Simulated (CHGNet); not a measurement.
**Wurtzite BeO**

The numbers are results of the machine-learned potential CHGNet-r²SCAN (trained on r²SCAN data), not measurements.

Cell: relaxed at this level.

- lattice parameter a: 2.688 Å
- c axis length: 4.404 Å

Measured, for comparison: lattice constant a 2.698 Å, lattice parameter c 4.377 Å (temperature not stated, no zero-point or thermal correction; as tabulated in Wikipedia's data pages). Computed (rounded) less measured: lattice constant a -0.4 %, lattice parameter c +0.6 %. A static lattice is as a rule a little smaller and stiffer than an uncorrected measurement, which can account for part of this.

A machine-learned potential is trained on density-functional data: it inherits that level's misses and adds fitting errors of its own.
